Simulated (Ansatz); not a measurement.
Runs of Ansatz 0.2.0 on Pb. It takes space group C2/m (No. 12, monoclinic). Conventional cell: a = 6.077 Å, b = 3.501 Å, c = 6.452 Å, α = 90.00°, β = 109.14°, γ = 90.00°. Pb (site symmetry m) is surrounded by 10 Pb at 3.34 to 3.51 Å. This isn't the form of Pb at room conditions, which is fcc.

```csv
task,level,potentials or basis,cutoff (eV),basis error allowed,pressure (GPa),largest force (eV/Å)
band structure,PBEsol,all-electron PAW datasets made for the crystal,260,-,(b),0.14
band structure,LDA,"all-electron LAPW, scalar-relativistic",175,0.001 eV/atom,-3.2,0.18
band structure,PBEsol,"all-electron LAPW, non-relativistic",174,0.001 eV/atom,-0.2,0.21
band structure,PBEsol,"all-electron LAPW, inner shells corrected to Dirac's equation",174,0.001 eV/atom,(a),0.14
```

Alike in all rows: no spin polarisation; cell as given; k mesh 9 × 9 × 5; smearing fermi-dirac 0.05 eV.

Question: Estimate the missing entries.

Answer: (a) -1.7; (b) -1.8.

Caveats: relativity is left out, which matters for the heavier elements (some runs).

Not every run made on this cell is shown here.
